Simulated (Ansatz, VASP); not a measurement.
Given: the input of a run of VASP 6.6.1 on Sn.

The input INCAR:

```
PREC = Accurate ; ENCUT = 520
EDIFF = 1E-7 ; ISMEAR = -1
SIGMA = 0.05 ; LREAL = F
LASPH = T ; NELM = 60
ALGO = Normal ; ISIF = 2
LWAVE = F ; LCHARG = F
GGA = PE ; NBANDS = 13
```

File KPOINTS:

```
regular mesh
0
Gamma
  11 11 11
```

Contents of POSCAR:

```
Sn
1.0
   -1.7492592239      1.7989121400      2.3691131866
    1.7492592239     -1.7989121400      2.3691131866
    1.7492592239      1.7989121400     -2.3691131866
Sn
1
Direct
    0.0000000000      0.0000000000      0.0000000000
```

Potentials or basis: VASP PAW PBE potentials, release 64 (Sn_d).

Command:

```bash
$ cat potpaw_PBE.64/Sn_d/POTCAR > POTCAR
$ mpirun -np 1 vasp_std > vasp.out
```

Problem. Set up the same calculation for Ansatz 0.2.0. Potentials there: Ansatz PAW.

Solution. As run (the cutoff follows the program's own potentials):

The input input.yaml:

```yaml
crystal:
  lattice:
    - [-1.7492592239, 1.79891214, 2.3691131866]
    - [1.7492592239, -1.79891214, 2.3691131866]
    - [1.7492592239, 1.79891214, -2.3691131866]
  atoms:
    - { symbol: Sn, position: [0.0, 0.0, 0.0] }
hamiltonian:
  xc: pbe
  pseudopotentials: { kind: paw }
kpoints:
  mp_grid: { grid: [11, 11, 11] }
scf:
  occupations: { method: fermi_dirac, width: 0.05 }
output:
  forces: true
  stress: true
  eigenvalues: true
```

Potentials or basis: Ansatz PAW.

Launch:

```bash
$ ansatz run input.yaml --threads 1 --pin off --max-ram 3584MiB --backend cpu --events-out ev --progress --plain --runs-dir out
```

Both were run:

|  | VASP | Ansatz | Ansatz less VASP |
| --- | --- | --- | --- |
| gap on the k mesh at the Fermi level (eV) | none | none | - |
| pressure (GPa) | -2.6 | -2.6 | +0.06 |
| largest component of the traceless stress (GPa) | 0.99 | 0.99 | +0.001 |

A gap of «none» marks a metal or a gap that the smearing closes. With one functional, cell and mesh, what is left measures potentials, basis and numerics.
